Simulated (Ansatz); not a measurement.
A series in volume scale on SiC

All results are calculated (Ansatz 0.2.0). Periodic Kohn-Sham DFT of a crystal at fixed atoms, scaled to volume_scale times the given cell; pressure positive in compression, energy less spherical unpolarised free atoms, largest_vzz the field gradient of largest size among the nuclei.

The cell before it is scaled or strained (space group Fm-3m, No. 225):
```
SiC
1.0
      0.0000     2.0297     2.0297
      2.0297     0.0000     2.0297
      2.0297     2.0297     0.0000
Si C
1 1
Direct
  0.00000 0.00000 0.00000
  0.50000 0.50000 0.50000
```

Settings of every row: method frozen-core PAW; functional PBE; relativity scalar; k mesh 13x13x13; filling fermi-dirac; smearing width 0.05 eV; wave cutoff 420 eV; paw set soft_2.

Atom start moment: 0 on all atoms.

Limits: the cell comes from a prototype or a list of computed structures and needn't be the stable phase.

```
row  volume scale  V (Å³/atom)  pressure (GPa)
  1          0.96        8.027          10.465
  2          0.98        8.194               ?
  3             1        8.361          -0.001
  4          1.02        8.529          -4.874
  5          1.04        8.696          -9.272
```

Question: what pressure should row 2 give?

Worked fit of pressure. Take u = (V_r/V)^(2/3) − 1 with V_r = 8.445 Å³ an atom, which is twice the finite (Eulerian) strain; such expansions in the strain, on which the Birch-Murnaghan equation of state is built, carry the rest volume and the bulk modulus. The shown rows have u = 0.03442, 0.00669, -0.00658, -0.01934. Least squares give pressure = −2.4699 + 361.038 × u + 433.31 × u² GPa; a straight line predicts inner rows, each left out in turn, worse (root mean square 0.19 against 0.096 GPa). The rows lie off it by -0.005, 0.034, -0.047, 0.018 (root mean square 0.03 GPa). The pressure vanishes at u = 0.0068, or V = 8.36 Å³ an atom, and there the bulk modulus at fixed shape and fractions is B = −V dP/dV = (2/3)(1 + u) dP/du = 246 GPa. The withheld row has u = 0.02032, so the fit gives −2.4699 + 361.038 × (0.02032) + 433.31 × (0.02032)² = 5.045 GPa.

The calculation gave 5.034 GPa. The fit lies 0.011 GPa (0.056 % of the column's range) above it; its largest miss of a shown row is 0.047 GPa.
